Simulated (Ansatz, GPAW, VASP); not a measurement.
**Se: programs and potentials compared**

```xyz
3
Lattice="4.3662 0.0000 0.0000 -2.1831 3.7812 0.0000 0.0000 0.0000 4.9536" Properties=species:S:1:pos:R:3 pbc="T T T"
Se    1.6910    2.9289    0.0000
Se   -0.4921    0.8523    3.3024
Se    0.9841    0.0000    1.6512
```

Alike in all runs: task single point; functional PBE; k mesh 7 × 7 × 6; occupations gaussian, width 0.023 eV; no spin polarisation; no spin-orbit coupling. Pressure is positive in compression and, in plane waves, holds the error of the finite cutoff, which Ansatz's Pulay term estimates and takes out.

| program and potentials | plane-wave cutoff (eV) | notes | pressure (GPa) | largest force (eV/Å) |
| --- | --- | --- | --- | --- |
| Ansatz, Ansatz PAW | 420 | 16 valence electrons an atom on average | 2.78 | 0.401 |
| VASP, PBE PAW files Se, 520 eV | 520 | 6 valence electrons an atom on average | 2.91 | 0.434 |
| GPAW, GPAW PAW data sets (gpaw-data 1.2.1) | 600 | 6 valence electrons an atom on average | ? | ? |

Estimate from the other rows what the run with GPAW, GPAW PAW data sets (gpaw-data 1.2.1) gave.

Pressure 2.81 GPa; largest force 0.420 eV/Å. The other rows, which needn't bracket it: pressure 2.78 to 2.91; largest force 0.401 to 0.434.
